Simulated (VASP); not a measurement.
# Sn in VASP 6.6.1, single-point calculation

INCAR

```
GGA = PE
ISMEAR = -1
IBRION = -1
EDIFF = 1E-7
LWAVE = .FALSE.
SIGMA = 0.02
ENCUT = 350
PREC = Normal
ISIF = 2
NELM = 120
LASPH = .TRUE.
LREAL = .FALSE.
NSW = 0
LCHARG = .FALSE.
NBANDS = 21
```

KPOINTS

```
KPOINTS created by Atomic Simulation Environment
0
Gamma
6 6 6
0 0 0
```

POSCAR

```
Sn
 1.0000000000000000
     0.0000000000000000    3.2844597802000002    3.4486827693000000
     3.2844597802000002    0.0000000000000000    3.4486827693000000
     3.2844597802000002    3.2844597802000002    0.0000000000000000
 Sn
   2
Cartesian
  0.0000000000000000  0.0000000000000000  0.0000000000000000
  1.6422298901000001  1.6422298901000001  1.7243413846500000
```

The recommended PBE PAW datasets give the neutral cell 28 valence electrons.

Command

```
mpirun -np 1 vasp_std
```

**Question.** Predict the outcome of this run.

**Answer.** It converged. Results: gap between bands v and c on the k mesh -0.38 eV (bands overlap: a metal); least direct gap on the k mesh 0.00 eV; pressure -0.6 GPa. Band v is the last that the valence electrons fill when counted band by band, and c is the next.

OSZICAR

```
N       E                     dE             d eps       ncg     rms          rms(c)
DAV:   1     0.198915128225E+03    0.19892E+03   -0.12011E+04  1273   0.146E+03
DAV:   2     0.134132947095E+02   -0.18550E+03   -0.18206E+03  1295   0.371E+02
DAV:   3    -0.704202545635E+01   -0.20455E+02   -0.20345E+02  1470   0.126E+02
DAV:   4    -0.766387897363E+01   -0.62185E+00   -0.62167E+00  1425   0.249E+01
DAV:   5    -0.768801177895E+01   -0.24133E-01   -0.24132E-01  1851   0.438E+00    0.284E+00
DAV:   6    -0.765780214386E+01    0.30210E-01   -0.23631E-02  1690   0.190E+00    0.166E+00
DAV:   7    -0.764359884718E+01    0.14203E-01   -0.37196E-02  1375   0.198E+00    0.152E-01
DAV:   8    -0.764534286733E+01   -0.17440E-02   -0.52015E-03  1415   0.802E-01    0.498E-02
DAV:   9    -0.764577545120E+01   -0.43258E-03   -0.52262E-04  1391   0.140E-01    0.120E-02
DAV:  10    -0.764580045412E+01   -0.25003E-04   -0.41762E-05  1527   0.515E-02    0.597E-03
DAV:  11    -0.764580564976E+01   -0.51956E-05   -0.81370E-06  1399   0.164E-02    0.602E-04
DAV:  12    -0.764580559853E+01    0.51230E-07   -0.24126E-07  1220   0.352E-03
   1 F= -.76458056E+01 E0= -.76452241E+01  d E =-.116302E-02
```

Standard output (part)

```
POSCAR found type information on POSCAR Sn
 POSCAR found :  1 types and       2 ions
 LDA part: xc-table for (Slater+PW92), standard interpolation
 POSCAR, INCAR and KPOINTS ok, starting setup
 WAVECAR not read
 entering main loop
```

For comparison, a separate PBE run of the intended cell, on usual settings and not on those above, gives a gap of -0.38 eV on its mesh and a pressure of -0.3 GPa.
